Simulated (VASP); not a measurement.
A run of VASP 6.6.1 is set up as follows.

POSCAR

```
BN
1.0
    0.0000000000      1.8130010000      1.8130010000
    1.8130010000      0.0000000000      1.8130010000
    1.8130010000      1.8130010000      0.0000000000
N B
1 1
Direct
    0.2500000000      0.2500000000      0.2500000000
    0.0000000000      0.0000000000      0.0000000000
```

INCAR.step1

```
SYSTEM = BN
PREC = Accurate
ENCUT = 520
EDIFF = 1E-5
ISMEAR = -1
SIGMA = 0.05
LREAL = .False.
LASPH = .True.
NELM = 80
ALGO = Normal
ISIF = 2
LWAVE = .True.
LCHARG = .False.
GGA = PE
```

File INCAR.step2:

```
SYSTEM = BN
PREC = Accurate
ENCUT = 520
EDIFF = 1E-6
ISMEAR = -1
SIGMA = 0.05
LREAL = .False.
LASPH = .True.
NELM = 80
ALGO = Normal
ISIF = 2
LWAVE = .False.
LCHARG = .False.
METAGGA = SCAN
LHFCALC = .True.
AEXX = 0.25
LMIXTAU = .True.
PRECFOCK = Fast
ISTART = 1
```

The input KPOINTS:

```
regular mesh
0
Gamma
  7 7 7
  0 0 0
```

File KPOINTS_OPT:

```
path GXWKGLUWLK,UX
12
line-mode
reciprocal
 0.0000000000  0.0000000000  0.0000000000  G
 0.5000000000  0.0000000000  0.5000000000  X

 0.5000000000  0.0000000000  0.5000000000  X
 0.5000000000  0.2500000000  0.7500000000  W

 0.5000000000  0.2500000000  0.7500000000  W
 0.3750000000  0.3750000000  0.7500000000  K

 0.3750000000  0.3750000000  0.7500000000  K
 0.0000000000  0.0000000000  0.0000000000  G

 0.0000000000  0.0000000000  0.0000000000  G
 0.5000000000  0.5000000000  0.5000000000  L

 0.5000000000  0.5000000000  0.5000000000  L
 0.6250000000  0.2500000000  0.6250000000  U

 0.6250000000  0.2500000000  0.6250000000  U
 0.5000000000  0.2500000000  0.7500000000  W

 0.5000000000  0.2500000000  0.7500000000  W
 0.5000000000  0.5000000000  0.5000000000  L

 0.5000000000  0.5000000000  0.5000000000  L
 0.3750000000  0.3750000000  0.7500000000  K

 0.6250000000  0.2500000000  0.6250000000  U
 0.5000000000  0.0000000000  0.5000000000  X
```

Potentials or basis: VASP PAW PBE potentials, release 64 (N, B).

Launch:

```console
$ cat potpaw_PBE.64/N/POTCAR potpaw_PBE.64/B/POTCAR > POTCAR
$ cp INCAR.step1 INCAR
$ mpirun -np 1 vasp_std > vasp.out
$ cp INCAR.step2 INCAR
$ mpirun -np 1 vasp_std > vasp.out
```

(1) Predict the pressure.

Results:

(1) -12.2 GPa.

Caveat: the k mesh is coarse (spacing up to 0.43 Å⁻¹), so the values aren't converged, least of all with exact exchange; an unscreened hybrid on a path of extra k points without a Coulomb cutoff has errors near the mesh points, so the bands along the path aren't reliable; the PAW data sets were made with another functional, which shifts forces and pressure a little.
